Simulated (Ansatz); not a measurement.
# WS2: substituted relatives, part 2 of 2

Aim: put other elements on the sites of WS2 (W → Mo), relax each crystal within the symmetry of the start, and see how size, gap and stability follow.

Ansatz 0.2.0; DFT PBEsol, scalar-relativistic, plane waves, PAW. The steps go on from the part before.

## (4) The relaxation (MoS2)

Contents of input.yaml:

```yaml
crystal:
  lattice:
    - [3.1009580076, 0.0, 0.0]
    - [-1.5504790038, 2.6855084107, 0.0]
    - [0.0, 0.0, 12.5223765531]
  atoms:
    - { symbol: Mo, position: [0.3333333333, 0.6666666667, 0.25] }
    - { symbol: Mo, position: [0.6666666667, 0.3333333333, 0.75] }
    - { symbol: S, position: [0.3333333333, 0.6666666667, 0.6266014909] }
    - { symbol: S, position: [0.6666666667, 0.3333333333, 0.1266014909] }
    - { symbol: S, position: [0.3333333333, 0.6666666667, 0.8733985091] }
    - { symbol: S, position: [0.6666666667, 0.3333333333, 0.3733985091] }
basis:
  ecutwfc: 420
kpoints:
  mp_grid: { grid: [12, 12, 4] }
hamiltonian:
  xc: pbesol
scf:
  occupations: { method: gaussian, width: 0.02 }
output:
  forces: true
  stress: true
  eigenvalues: true
relax:
  adjacent_minimum: "off"
  f_tol: 0.01
  max_steps: 60
  cell: { stress_tol: 0.1 }
```

Started as:

```bash
> ansatz run input.yaml --threads 1 --pin off --max-ram 2560MiB --backend cpu --events-out ev --progress --plain --runs-dir out
```

What it wrote:

```text
Warning: RAYON_NUM_THREADS=1 ignored (pool sized by the plan → 1); use --threads N
Engine: ansatz 0.2.0, x86_64-unknown-linux-gnu
Pseudopotentials: kind: paw
Pseudopotential: Mo, paw, valence charge 14, recommended cutoff 420 eV (normal), Mo.paw.azcp
Pseudopotential: S, paw, valence charge 6, recommended cutoff 420 eV (normal), S.paw.azcp
Functional definition: PBEsol
  exchange = pbesol_x
  correlation = pbesol_c
Crystal: 6 atoms, lattice volume = 104.282 Å³
Basis set: ecut = 420 eV, 2009 PW (Γ), exchange–correlation on 48×48×180 points (8 copies of the dense FFT grid, shifted against one another)
Bands: 32, of which v1, the nominal top of the filled ones, is band 26 counted from 1 (25 counted from 0)
Symmetry: 24 space group operations
Space group: P63/mmc (ITA 194), of the structure as read, at distance tolerance 4.7e-5 Å
k-points: 57 of 576
Non-local potential: Mo, projectors of the file, l = 0: 3, l = 1: 2, l = 2: 2, l = 3: 1
Non-local potential: S, projectors of the file, l = 0: 2, l = 1: 2, l = 2: 2
PAW form: soft (Blöchl's): semilocal exchange-correlation on the pseudo side does not see the compensation charge
PAW frozen core: Mo, regenerated for the run's functional, and the local potential with it (the file was generated under x = pbe(κ = 0.804, μ = 0.2195149727645171), c = pbe(β = 0.06672455060314922))
PAW frozen core: S, regenerated for the run's functional, and the local potential with it (the file was generated under x = pbe(κ = 0.804, μ = 0.2195149727645171), c = pbe(β = 0.06672455060314922))
PAW one-centre angular grid: Mo, 590 points (default); XC on 64 Gauss nodes
PAW one-centre angular grid: S, 110 points (default); XC on 64 Gauss nodes
Initial density: superposition of atomic densities (neutral atoms: chi_scale 0, normalization atom), corrected by the library's trained network
Initial wavefunctions: pseudopotential atomic-orbital guess
Functional: x = pbesol(κ = 0.804, μ = 0.12345679012345678), c = pbesol(β = 0.046)
SCF iter   1: F=—  HF=-13340.274680 eV  |F-HF|=—  |Δ(HF+E_count)|=         —  Δρ=7.05e-3  dr2=4.05e-2  ethr=1.77e-3  ⟨swp⟩=7.8  Hψ=8558  notcnv=0
preconditioner: auto → Resta (q_TF=auto, 2.430 Å⁻¹)  ε∞=8.4  [insulator: Δε(μ)=0.997 eV  Ē_g=8.036 eV  σ=0.020 eV  W_gap=1.00  n_scr=26 (ndim 8)  ℏωp=21.8 eV  f_vac=0.022  D(μ)=0.00/eV (n_scr^D=0)  ε∞_Penn≈8.4]
SCF iter   2: F=—  HF=-13340.275449 eV  |F-HF|=—  |Δ(HF+E_count)|=   7.69e-4  Δρ=3.74e-3  dr2=6.38e-3  ethr=7.79e-5  ⟨swp⟩=2.3  Hψ=3375  notcnv=0  defer=90
SCF iter   3: F=—  HF=-13340.276972 eV  |F-HF|=—  |Δ(HF+E_count)|=   1.52e-3  Δρ=1.82e-3  dr2=1.66e-3  ethr=1.23e-5  ⟨swp⟩=2.3  Hψ=2766  notcnv=0  defer=90
SCF iter   4: F=—  HF=-13340.277511 eV  |F-HF|=—  |Δ(HF+E_count)|=   5.39e-4  Δρ=1.63e-4  dr2=5.62e-5  ethr=3.18e-6  ⟨swp⟩=2.0  Hψ=2726  notcnv=0  defer=90
SCF iter   5: F=—  HF=-13340.277499 eV  |F-HF|=—  |Δ(HF+E_count)|=   1.24e-5  Δρ=3.85e-5  dr2=2.12e-6  ethr=1.08e-7  ⟨swp⟩=2.0  Hψ=2582  notcnv=0  defer=90
SCF iter   6: F=—  HF=-13340.277500 eV  |F-HF|=—  |Δ(HF+E_count)|=   1.42e-6  Δρ=1.10e-5  dr2=3.79e-7  ethr=4.08e-9  ⟨swp⟩=2.0  Hψ=2595  notcnv=0  defer=90
SCF iter   7: F=-13340.277500 eV  HF=-13340.277500 eV  |F-HF|=6.79e-9  |Δ(HF+E_count)|=   2.23e-7  Δρ=3.29e-6  dr2=1.87e-8  ethr=1.92e-10  ⟨swp⟩=8.8  Hψ=7391  notcnv=0
SCF 1 converged in 7 iterations: F = -13340.277500 eV  dr2 = 1.87e-8
relax step   1: F+E_penalty+E_count = -13340.27750039 eV  Δ(F+E_penalty+E_count) = +0.000e0 eV  max|allowed force component| = 5.678e-1 eV/Å  Δτ_max = 0.0000 Å  P = +5.668 GPa  Ω = 104.282 Å³  (7 SCF iters, dr2 threshold 1.00e-7 eV, accepted)
Crystal: 6 atoms, lattice volume = 109.559 Å³
Basis set: ecut = 420 eV, 2153 PW (Γ), exchange–correlation on 48×48×180 points (8 copies of the dense FFT grid, shifted against one another)
Initial density: handed on by an earlier stage of this run
Initial wavefunctions: those handed on with the density
iter 1 solved again at ethr=1.58e-4 eV; its pass at ethr=3.10e-3 eV (dr2=8.23e-2 eV) is discarded
SCF iter   1: F=—  HF=-13340.336291 eV  |F-HF|=—  |Δ(HF+E_count)|=         —  Δρ=4.32e-3  dr2=8.53e-2  ethr=1.58e-4  ⟨swp⟩=1.1  Hψ=9936  notcnv=0
preconditioner: auto → Resta (q_TF=auto, 2.410 Å⁻¹)  ε∞=8.4  [insulator: Δε(μ)=0.964 eV  Ē_g=7.809 eV  σ=0.020 eV  W_gap=1.00  n_scr=26 (ndim 8)  ℏωp=21.3 eV  f_vac=0.025  D(μ)=0.00/eV (n_scr^D=0)  ε∞_Penn≈8.4]
SCF iter   2: F=—  HF=-13340.323907 eV  |F-HF|=—  |Δ(HF+E_count)|=   1.24e-2  Δρ=2.35e-3  dr2=1.16e-2  ethr=1.58e-4  ⟨swp⟩=2.0  Hψ=2627  notcnv=0
SCF iter   3: F=—  HF=-13340.321217 eV  |F-HF|=—  |Δ(HF+E_count)|=   2.69e-3  Δρ=1.02e-3  dr2=5.38e-3  ethr=2.23e-5  ⟨swp⟩=2.1  Hψ=2969  notcnv=0
SCF iter   4: F=—  HF=-13340.320378 eV  |F-HF|=—  |Δ(HF+E_count)|=   8.39e-4  Δρ=3.95e-4  dr2=2.56e-4  ethr=1.04e-5  ⟨swp⟩=2.0  Hψ=2435  notcnv=0
SCF iter   5: F=—  HF=-13340.320355 eV  |F-HF|=—  |Δ(HF+E_count)|=   2.26e-5  Δρ=7.78e-5  dr2=7.39e-6  ethr=4.93e-7  ⟨swp⟩=2.1  Hψ=2647  notcnv=0
SCF iter   6: F=—  HF=-13340.320366 eV  |F-HF|=—  |Δ(HF+E_count)|=   1.05e-5  Δρ=2.07e-5  dr2=7.62e-7  ethr=1.42e-8  ⟨swp⟩=2.0  Hψ=2820  notcnv=0
SCF iter   7: F=-13340.320367 eV  HF=-13340.320367 eV  |F-HF|=5.20e-8  |Δ(HF+E_count)|=   1.09e-6  Δρ=5.16e-6  dr2=2.78e-8  ethr=1.15e-9  ⟨swp⟩=6.0  Hψ=7244  notcnv=0
the search or the solves at the SCF's close seem to have found levels that the self-consistency loop had missed (the run counts 1). By its estimate they hold under 1e-12 electrons; where the run keeps them, the occupations were computed again with them
SCF 2 converged in 7 iterations: F = -13340.320367 eV  dr2 = 2.78e-8
relax step   2: F+E_penalty+E_count = -13340.32036700 eV  Δ(F+E_penalty+E_count) = -4.287e-2 eV  max|allowed force component| = 8.334e-2 eV/Å  Δτ_max = 0.0060 Å  P = -1.438 GPa  Ω = 109.559 Å³  energy of the carried Pulay correction = -4.416e-4 eV  (7 SCF iters, dr2 threshold 6.00e-7 eV, accepted)
Crystal: 6 atoms, lattice volume = 107.412 Å³
Basis set: ecut = 420 eV, 2057 PW (Γ), exchange–correlation on 48×48×180 points (8 copies of the dense FFT grid, shifted against one another)
iter 1 solved again at ethr=2.28e-5 eV; its pass at ethr=3.10e-3 eV (dr2=1.18e-2 eV) is discarded
SCF iter   1: F=—  HF=-13340.343374 eV  |F-HF|=—  |Δ(HF+E_count)|=         —  Δρ=1.86e-3  dr2=1.33e-2  ethr=2.28e-5  ⟨swp⟩=2.0  Hψ=9720  notcnv=0
preconditioner: auto → Resta (q_TF=auto, 2.418 Å⁻¹)  ε∞=8.5  [insulator: Δε(μ)=0.960 eV  Ē_g=7.850 eV  σ=0.020 eV  W_gap=1.00  n_scr=26 (ndim 8)  ℏωp=21.5 eV  f_vac=0.016  D(μ)=0.00/eV (n_scr^D=0)  ε∞_Penn≈8.5]
SCF iter   2: F=—  HF=-13340.341270 eV  |F-HF|=—  |Δ(HF+E_count)|=   2.10e-3  Δρ=1.07e-3  dr2=2.27e-3  ethr=2.28e-5  ⟨swp⟩=2.0  Hψ=2489  notcnv=0
SCF iter   3: F=—  HF=-13340.340729 eV  |F-HF|=—  |Δ(HF+E_count)|=   5.41e-4  Δρ=5.03e-4  dr2=1.12e-3  ethr=4.37e-6  ⟨swp⟩=2.0  Hψ=2650  notcnv=0
SCF iter   4: F=—  HF=-13340.340569 eV  |F-HF|=—  |Δ(HF+E_count)|=   1.60e-4  Δρ=1.81e-4  dr2=5.70e-5  ethr=2.16e-6  ⟨swp⟩=2.0  Hψ=2303  notcnv=0
SCF iter   5: F=—  HF=-13340.340553 eV  |F-HF|=—  |Δ(HF+E_count)|=   1.61e-5  Δρ=4.29e-5  dr2=1.69e-6  ethr=1.10e-7  ⟨swp⟩=2.0  Hψ=2739  notcnv=0
SCF iter   6: F=-13340.340555 eV  HF=-13340.340555 eV  |F-HF|=3.57e-8  |Δ(HF+E_count)|=   2.14e-6  Δρ=9.63e-6  dr2=2.68e-7  ethr=1.15e-9  ⟨swp⟩=7.0  Hψ=7749  notcnv=0
SCF 3 converged in 6 iterations: F = -13340.340555 eV  dr2 = 2.68e-7
relax step   3: F+E_penalty+E_count = -13340.34055509 eV  Δ(F+E_penalty+E_count) = -2.019e-2 eV  max|allowed force component| = 8.445e-3 eV/Å  Δτ_max = 0.0149 Å  P = -0.053 GPa  Ω = 107.412 Å³  energy of the carried Pulay correction = -2.646e-4 eV  (6 SCF iters, dr2 threshold 6.00e-7 eV, accepted)
Crystal: 6 atoms, lattice volume = 107.411 Å³
Basis set: ecut = 420 eV, 2059 PW (Γ), exchange–correlation on 48×48×180 points (8 copies of the dense FFT grid, shifted against one another)
iter 1 solved again at ethr=1.99e-7 eV; its pass at ethr=3.10e-3 eV (dr2=1.03e-4 eV) is discarded
SCF iter   1: F=—  HF=-13340.340698 eV  |F-HF|=—  |Δ(HF+E_count)|=         —  Δρ=1.71e-4  dr2=8.90e-5  ethr=1.99e-7  ⟨swp⟩=3.3  Hψ=10012  notcnv=0
preconditioner: auto → Resta (q_TF=auto, 2.418 Å⁻¹)  ε∞=8.5  [insulator: Δε(μ)=0.976 eV  Ē_g=7.856 eV  σ=0.020 eV  W_gap=1.00  n_scr=26 (ndim 8)  ℏωp=21.5 eV  f_vac=0.018  D(μ)=0.00/eV (n_scr^D=0)  ε∞_Penn≈8.5]
SCF iter   2: F=—  HF=-13340.340666 eV  |F-HF|=—  |Δ(HF+E_count)|=   3.20e-5  Δρ=8.80e-5  dr2=7.86e-6  ethr=1.71e-7  ⟨swp⟩=2.0  Hψ=2322  notcnv=0
SCF iter   3: F=—  HF=-13340.340661 eV  |F-HF|=—  |Δ(HF+E_count)|=   5.57e-6  Δρ=4.32e-5  dr2=3.35e-6  ethr=1.51e-8  ⟨swp⟩=2.2  Hψ=2707  notcnv=0
SCF iter   4: F=-13340.340660 eV  HF=-13340.340660 eV  |F-HF|=7.00e-10  |Δ(HF+E_count)|=   6.68e-7  Δρ=7.27e-6  dr2=4.92e-8  ethr=9.48e-11  ⟨swp⟩=4.0  Hψ=8288  notcnv=0
SCF 4 converged in 4 iterations: F = -13340.340660 eV  dr2 = 4.92e-8
relax step   4: F+E_penalty+E_count = -13340.34065987 eV  Δ(F+E_penalty+E_count) = -1.048e-4 eV  max|allowed force component| = 1.449e-3 eV/Å  Δτ_max = 0.0009 Å  P = +0.019 GPa  Ω = 107.411 Å³  energy of the carried Pulay correction = -2.645e-4 eV  (4 SCF iters, dr2 threshold 4.93e-8 eV, accepted)
Initial wavefunctions: pseudopotential atomic-orbital guess (no wavefunctions were taken with the density)
iter 1 solved again at ethr=1.33e-7 eV; its pass at ethr=3.10e-3 eV (dr2=6.94e-5 eV) is discarded
SCF iter   1: F=—  HF=-13340.340911 eV  |F-HF|=—  |Δ(HF+E_count)|=         —  Δρ=8.18e-5  dr2=2.77e-7  ethr=1.33e-7  ⟨swp⟩=3.8  Hψ=13736  notcnv=0
preconditioner: auto → Resta (q_TF=auto, 2.418 Å⁻¹)  ε∞=8.5  [insulator: Δε(μ)=0.976 eV  Ē_g=7.857 eV  σ=0.020 eV  W_gap=1.00  n_scr=26 (ndim 8)  ℏωp=21.5 eV  f_vac=0.018  D(μ)=0.00/eV (n_scr^D=0)  ε∞_Penn≈8.5]
SCF iter   2: F=—  HF=-13340.340912 eV  |F-HF|=—  |Δ(HF+E_count)|=   6.27e-7  Δρ=4.16e-5  dr2=8.41e-8  ethr=5.32e-10  ⟨swp⟩=2.1  Hψ=2932  notcnv=0
SCF iter   3: F=—  HF=-13340.340920 eV  |F-HF|=—  |Δ(HF+E_count)|=   8.61e-6  Δρ=3.71e-6  dr2=2.10e-8  ethr=1.62e-10  ⟨swp⟩=2.1  Hψ=3257  notcnv=0
SCF iter   4: F=—  HF=-13340.340920 eV  |F-HF|=—  |Δ(HF+E_count)|=   1.09e-8  Δρ=1.26e-6  dr2=1.85e-9  ethr=4.04e-11  ⟨swp⟩=2.1  Hψ=2370  notcnv=0
SCF iter   5: F=—  HF=-13340.340920 eV  |F-HF|=—  |Δ(HF+E_count)|=   3.74e-9  Δρ=3.28e-7  dr2=2.58e-10  ethr=3.55e-12  ⟨swp⟩=2.6  Hψ=2781  notcnv=0
SCF iter   6: F=-13340.340920 eV  HF=-13340.340920 eV  |F-HF|=1.64e-11  |Δ(HF+E_count)|=  1.82e-10  Δρ=1.07e-7  dr2=4.00e-11  ethr=1.00e-12  ⟨swp⟩=4.0  Hψ=5893  notcnv=0
SCF 5 converged in 6 iterations: F = -13340.340920 eV  dr2 = 4.00e-11
relax step   5: F+E_penalty+E_count = -13340.34092038 eV  Δ(F+E_penalty+E_count) = -2.605e-4 eV  max|allowed force component| = 1.366e-3 eV/Å  Δτ_max = 0.0000 Å  P = +0.020 GPa  Ω = 107.411 Å³  stress off target by 3.50e-2 GPa  SCF on the basis re-selected at this cell (its energy is not comparable with the rows above)  (6 SCF iters)
basis re-selected at this cell: Δ(F+E_penalty+E_count) = -2.605e-4 eV, ΔP = +0.001 GPa vs the last step (what re-selecting the basis moved, of the pressure what is left beyond the Pulay correction that the steps carried, after the strain that the cell walked since its last selection, with what the two solves' SCF thresholds leave and, on support functions, any second-order correction that the steps lacked; it is no measure of the basis error at this ecutwfc). This SCF's stress stands 3.50e-2 GPa from its target on what of the cell is left free (relax.cell.stress_tol is 1.00e-1 GPa) and its largest allowed force component is 1.37e-3 eV/Å (relax.f_tol is 1.00e-2 eV/Å): within both
SCF converged after 6 iterations
Free energy (F): -13340.340920 eV
Harris-Foulkes:  -13340.340920 eV  (|F-HF|=1.64e-11)
Internal energy: -13340.340920 eV  (E = F + TS)
E sigma→0 (E₀):  -13340.340920 eV
Fermi energy:    11.158607 eV
--- Per-component energies (eV) ---
  E_band       = -320.008712
  E_kinetic    = 1313.361553
  E_local      = -4117.569779  (includes V_loc(G=0)·N_el)
  E_nonlocal   = 402.867729
  E_hartree    = 1600.195112
  E_xc         = -751.671102
  E_vxc        = -809.572504  (∫ρ·V_xc dr)
  E_paw        = -8623.834630  (= ΣΔE_a)
  E_vpaw       = -309.485702  (= ΣTr[D̂ρ^β])
  E_aug_tail   = 0.000062  (compensation charges beyond the density's cutoff)
  E_ewald      = -3164.356262
  E_core_change = 0.666396  (= ΣΔE_core)
  E_smearing   = -0.000000  (= −TS)
  E_closure    = 0.000000  (closes the sum)
  Σ components = -13340.340920   (vs F -13340.340920, Δ=0.00e0)
--- Forces (eV/Å), atoms counted from 1 ---
  atom   1  Mo     0.00000000    -0.00000000    -0.00000000
  atom   2  Mo    -0.00000000     0.00000000     0.00000000
  atom   3  S     -0.00000000     0.00000000    -0.00136648
  atom   4  S      0.00000000    -0.00000000    -0.00136648
  atom   5  S     -0.00000000     0.00000000     0.00136648
  atom   6  S      0.00000000    -0.00000000     0.00136648
  max |Σ_I F_I| component: 2.31e-18 eV/Å
--- Stress (GPa, compression-positive) ---
        0.012059       0.000000       0.000000
        0.000000       0.012059      -0.000000
        0.000000      -0.000000       0.034957
  P = ⅓ Tr σ = 0.0197 GPa (0.197 kbar)
--- Band table (eV; the first three rows and the last of 57) ---
  k-point 0: bands = ["-50.6315", "-50.6315", "-24.8382", "-24.8381", "-24.5736", "-24.5736", "-24.5736", "-24.5736", "-4.2746", "-4.0660", "-2.9888", "-2.6356", "3.8318", "4.7089", "7.2759", "7.4466", "7.4466", "7.4552", "7.4552", "8.5920", "8.5920", "8.6241", "8.6241", "9.3624", "9.5327", "10.6711", "12.9448", "12.9448", "12.9647", "12.9647", "13.1623", "13.1623"]
  k-point 1: bands = ["-50.6315", "-50.6315", "-24.8382", "-24.8381", "-24.5736", "-24.5736", "-24.5736", "-24.5736", "-4.2493", "-4.1035", "-2.9311", "-2.6830", "3.9356", "4.5428", "7.4478", "7.4478", "7.4539", "7.4539", "7.5246", "8.5967", "8.5967", "8.6194", "8.6194", "8.7863", "9.9957", "10.5997", "12.9459", "12.9459", "12.9591", "12.9591", "13.1839", "13.1839"]
  k-point 2: bands = ["-50.6315", "-50.6315", "-24.8382", "-24.8382", "-24.5736", "-24.5736", "-24.5736", "-24.5736", "-4.1822", "-4.1822", "-2.8022", "-2.8022", "4.2111", "4.2111", "7.4508", "7.4508", "7.4508", "7.4508", "8.1039", "8.1039", "8.6080", "8.6080", "8.6080", "8.6080", "10.3783", "10.3783", "12.9505", "12.9505", "12.9505", "12.9505", "13.2314", "13.2314"]
  k-point 56: bands = ["-50.5806", "-50.5806", "-24.8992", "-24.8992", "-24.8492", "-24.8492", "-24.7383", "-24.7383", "-1.8493", "-1.8493", "-1.8272", "-1.8272", "4.4677", "4.4677", "5.3106", "5.3106", "5.8625", "5.8625", "6.3556", "6.3556", "7.2241", "7.2241", "7.8661", "7.8661", "10.0541", "10.0541", "11.8742", "11.8742", "13.0494", "13.0494", "13.7420", "13.7420"]
--- Relaxed structure (4 steps of the walk, 4 accepted, 1 SCFs on fresh bases) ---
  F+E_penalty+E_count = -13340.34092038 eV   max|allowed force component| = 1.366e-3 eV/Å   (the final SCF, on the basis selected at the relaxed cell)
  cell:  # Å, volume = 107.4110 Å³
    - [3.141368661387662, -4.398575676928503e-33, 1.268819906806299e-34]
    - [-1.570684330693831, 2.720505063414031, -7.959945100880875e-34]
    - [5.12378452465663e-34, -3.415856349771086e-33, 12.56840929532174]
  atoms:
    - { symbol: Mo, position: [0.3333333333333334, 0.6666666666666669, 0.25] }
    - { symbol: Mo, position: [0.6666666666666666, 0.3333333333333334, 0.75] }
    - { symbol: S, position: [0.3333333333333334, 0.6666666666666669, 0.625961328016574] }
    - { symbol: S, position: [0.6666666666666666, 0.3333333333333334, 0.12596132801657417] }
    - { symbol: S, position: [0.3333333333333334, 0.6666666666666669, 0.874038671983426] }
    - { symbol: S, position: [0.6666666666666666, 0.3333333333333334, 0.37403867198342594] }
```

It took 39 s on 1 thread of AMD EPYC 7R43 (Zen 3), shared host; peak memory 0.52 GiB.

The steps of the relaxation:

```csv
step,E - E(step 1) (eV/cell),largest force component (eV/Å),pressure (GPa),volume (Å³)
1,0.0000,0.5678,5.67,104.28
2,-0.0429,0.0833,-1.44,109.56
3,-0.0631,0.0084,-0.05,107.41
4,-0.0632,0.0014,0.02,107.41
5,-0.0634,0.0014,0.02,107.41
```

Step 1 is the start. Step 5 repeats the geometry before it on a plane-wave basis chosen anew for that cell, so its energy need not be comparable with the rows above.

|  | before | after | change |
| --- | --- | --- | --- |
| a (Å) | 3.101 | 3.141 | +1.3 % |
| b (Å) | 3.101 | 3.141 | +1.3 % |
| c (Å) | 12.522 | 12.568 | +0.4 % |
| volume (Å³/atom) | 17.38 | 17.90 | +3.0 % |
| shortest distance (Å) | 2.365 | 2.392 | +1.1 % |
| space group (0.01 Å) | P6_3/mmc | P6_3/mmc | same |

The run keeps the 24 symmetry operations of the start, so it could not have lowered the symmetry.

## (5) The gap over the whole zone (MoS2)

Contents of input.yaml:

```yaml
crystal:
  lattice:
    - [3.1413686614, 0.0, 0.0]
    - [-1.5706843307, 2.7205050634, 0.0]
    - [0.0, 0.0, 12.5684092953]
  atoms:
    - { symbol: Mo, position: [0.3333333333, 0.6666666667, 0.25] }
    - { symbol: Mo, position: [0.6666666667, 0.3333333333, 0.75] }
    - { symbol: S, position: [0.3333333333, 0.6666666667, 0.625961328] }
    - { symbol: S, position: [0.6666666667, 0.3333333333, 0.125961328] }
    - { symbol: S, position: [0.3333333333, 0.6666666667, 0.874038672] }
    - { symbol: S, position: [0.6666666667, 0.3333333333, 0.374038672] }
basis:
  ecutwfc: 420
kpoints:
  mp_grid: { grid: [12, 12, 4] }
  band_path: { path: [VBM, CBM], npoints: 2 }
hamiltonian:
  xc: pbesol
scf:
  occupations: { method: gaussian, width: 0.02 }
output:
  forces: true
  stress: true
  eigenvalues: true
checkpoint:
  read: start.run
  write: ck
  compress: false
  write_wavefunctions: false
  write_every: 100000
```

Started as:

```bash
> ansatz run input.yaml --threads 1 --pin off --max-ram 2560MiB --backend cpu --events-out ev --progress --plain --runs-dir out
```

What it wrote, cut to the lines that bear on the results:

```text
Warning: RAYON_NUM_THREADS=1 ignored (pool sized by the plan → 1); use --threads N
[...]
Pseudopotentials: kind: paw
Pseudopotential: Mo, paw, valence charge 14, recommended cutoff 420 eV (normal), Mo.paw.azcp
Pseudopotential: S, paw, valence charge 6, recommended cutoff 420 eV (normal), S.paw.azcp
Functional definition: PBEsol
[...]
Crystal: 6 atoms, lattice volume = 107.411 Å³
Basis set: ecut = 420 eV, 2059 PW (Γ), exchange–correlation on 48×48×180 points (8 copies of the dense FFT grid, shifted against one another)
Bands: 32, of which v1, the nominal top of the filled ones, is band 26 counted from 1 (25 counted from 0)
Symmetry: 24 space group operations
Space group: P63/mmc (ITA 194), of the structure as read, at distance tolerance 4.8e-5 Å
k-points: 57 of 576
[...]
NSCF: frozen V_eff on 10 k-points
NSCF: frozen V_eff on 10 k-points
NSCF: frozen V_eff on 8 k-points
NSCF: frozen V_eff on 16 k-points
NSCF: frozen V_eff on 7 k-points
NSCF: frozen V_eff on 11 k-points
NSCF: frozen V_eff on 2 k-points
NSCF: frozen V_eff on 3 k-points
SCF converged after 2 iterations
Free energy (F): -13340.340920 eV
[...]
E sigma→0 (E₀):  -13340.340920 eV
Fermi energy:    11.158606 eV
[...]
--- Forces (eV/Å), atoms counted from 1 ---
  atom   1  Mo    -0.00000000    -0.00000000    -0.00000000
  atom   2  Mo     0.00000000     0.00000000     0.00000000
  atom   3  S      0.00000000     0.00000000    -0.00136663
  atom   4  S      0.00000000    -0.00000000    -0.00136663
  atom   5  S     -0.00000000     0.00000000     0.00136663
  atom   6  S     -0.00000000    -0.00000000     0.00136663
[...]
--- Stress (GPa, compression-positive) ---
        0.012027       0.000000      -0.000000
        0.000000       0.012027      -0.000000
       -0.000000      -0.000000       0.034957
  P = ⅓ Tr σ = 0.0197 GPa (0.197 kbar)
--- Band table (eV; the first three rows and the last of 57) ---
[...]
```

Wall time 13 s (1 thread of AMD EPYC 7R43 (Zen 3), shared host); peak memory 0.5 GiB.

start.run is the saved state of the run that this one goes on from.

Valence top (0.000, 0.000, 0.000), conduction bottom (0.177, 0.177, 0.000) in fractional k; the gap is 0.963 eV.

## (6) Comparison

| swap | formula | volume (Å³/atom) | a (Å) | b (Å) | c (Å) | gap (eV) | space group | ΔH_f (eV/atom) |
| --- | --- | --- | --- | --- | --- | --- | --- | --- |
| none | WS2 | 18.15 | 3.146 | 3.146 | 12.705 | 1.10 i | P6_3/mmc (194) | -0.910 |
| W → Mo | MoS2 | 17.90 | 3.141 | 3.141 | 12.568 | 0.96 i | P6_3/mmc (194) | -0.972 |

Lengths are those of the computed cell. Gaps are Kohn-Sham gaps over the whole zone (d direct, i indirect). Formation energies count from the elements' standard states in the same functional (gases as molecules), at zero temperature and without zero-point motion.

## (7) Summary of results

The summary covers parts 1 to 2.

| quantity | value |
| --- | --- |
| W → Mo (MoS2) | 17.90 Å³/atom, gap 0.96 eV, ΔH_f -0.97 eV/atom |

What this shows: W → Mo changes the volume per atom by -1.4 %. Both keep a gap; it moves in MoS2, from 1.10 to 0.96 eV. MoS2 has the lowest formation energy in this structure (-0.97 eV/atom). A negative value alone does not show stability: other structures and competing compounds were not computed. Some runs ended without the moments they were started with. These runs have no spin-orbit coupling; with W it would split and shift bands. Layers here are held mostly by dispersion, which this level lacks, so their spacing and the stiffness across them are unreliable there. Measured lattice constant c of MoS2: 12.32 Å (quoted in “Pressure coefficients for direct optical transitions in MoS2, MoSe2, WS2, and WSe2 crystals and semiconductor to metal transitions”, 2016, pmc:4877596). This calculation gives 12.568 Å (+2.0 %). The calculation is for a static lattice.
